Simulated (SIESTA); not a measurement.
The system is Pd.

```
Pd
1.0
     0.00000    1.94650    1.94650
     1.94650    0.00000    1.94650
     1.94650    1.94650    0.00000
Pd
1
Direct
  0.00000 0.00000 0.00000
```

Base run:

- Program: SIESTA 5.4.2
- Functional: PBE
- Potentials or basis: PseudoDojo 0.4 standard (PBE files)
- Basis: DZP (energy shift 0.002 Ry)
- Grid cutoff: 800 Ry
- Energy shift: 0.002 Ry
- k mesh: 12 × 12 × 12
- Occupations: fermi-dirac, width 0.05 eV
- Spin: no spin polarisation

Its results: band gap on the k mesh none (metal or under the smearing width); pressure 5.8 GPa.

Q: After a change of settings the same cell gave: band gap on the k mesh none (metal or under the smearing width); pressure 10.5 GPa. Which change was it?
A. functional from PBE to RPBE
B. basis from DZP (energy shift 0.002 Ry) to SZ (energy shift 0.002 Ry)
C. potentials or basis from PseudoDojo 0.4 standard (PBE files) to SG15 1.2 (PBE files) or PseudoDojo by element
D. basis from DZP (energy shift 0.002 Ry) to TZDP (energy shift 0.002 Ry)

A: A.

RPBE binds less tightly than PBE, so the same cell stands under more pressure.

Caveats: semicore shells carry a single zeta, which can move pressures by several GPa and volumes by a few percent; the basis of atomic orbitals isn't converged, which shifts pressures, moduli and gaps; the potentials were made for another functional, which shifts forces and pressure (some runs).

Not every run made on this cell is shown here.
